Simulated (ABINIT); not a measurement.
Input of an ABINIT 10.8.3 (patched build) run:

The input run.abi:

```
pp_dirpath "./"
pseudos "Si.GGA_PBE-JTH.xml, O.GGA_PBE-JTH.xml"

acell 8.7437716289 7.7316286828 5.2735853122 Angstrom
rprim
     0.0000000000     0.5393847541     0.8420594320
     0.3051854612     0.0000000000     0.9522929351
     0.4474338663     0.8943170217     0.0000000000
ntypat 2
znucl 14 8
natom 12
typat 1 1 1 1 2 2 2 2 2 2 2 2
xred
     0.9367689200     0.9367689200     0.5632310800
     0.6867689200     0.6867689200     0.3132310800
     0.3132310800     0.3132310800     0.6867689200
     0.5632310800     0.5632310800     0.9367689200
     0.0634396000     0.4365604000     0.0634396000
     0.4365604000     0.0634396000     0.4365604000
     0.8134396000     0.1865604000     0.8134396000
     0.1865604000     0.8134396000     0.1865604000
     0.1250000000     0.6250000000     0.6250000000
     0.6250000000     0.6250000000     0.6250000000
     0.6250000000     0.6250000000     0.1250000000
     0.6250000000     0.1250000000     0.6250000000
chkprim 0
chksymtnons 0
tolsym 1.0e-6

ecut 23.0
pawecutdg 45.0
pawxcdev 0
pawovlp 30

kptopt 1
ngkpt 7 7 7
nshiftk 1
shiftk 0.0 0.0 0.0

ixc 11

nband 40
occopt 3
tsmear 0.05 eV

nstep 100
tolvrs 1.0e-9

iomode 3
prtwf 0
prteig 0
prtebands 0
enunit 2
prtden 1
prtvha 1
prtvclmb 1
prtpot 1
```

Potentials or basis: JTH PAW PBE v2.0.

Run with:

```console
$ abinit run.abi > log 2>&1
```

Problem. What does it give for the pressure?

Solution. 3.1 GPa.

Problem. Estimate the largest force.

Solution. 0.211 eV/Å.

Problem. Estimate the band gap on the k mesh.

Solution. 5.76 eV, direct.

Forces in eV/Å, atoms in the order of the input:
```
Si   0.000  0.000  0.032
Si   0.000  0.000  0.032
Si   0.000  0.000 -0.032
Si   0.000  0.000 -0.032
O    0.000  0.211  0.000
O    0.000 -0.211  0.000
O    0.000  0.211  0.000
O    0.000 -0.211  0.000
O    0.000  0.000  0.000
O    0.000  0.000  0.000
O    0.000  0.000  0.000
O    0.000  0.000  0.000
```

Caveat: an odd mesh through Γ misses points on the zone boundary, where band edges often lie; the atomic spheres overlap.
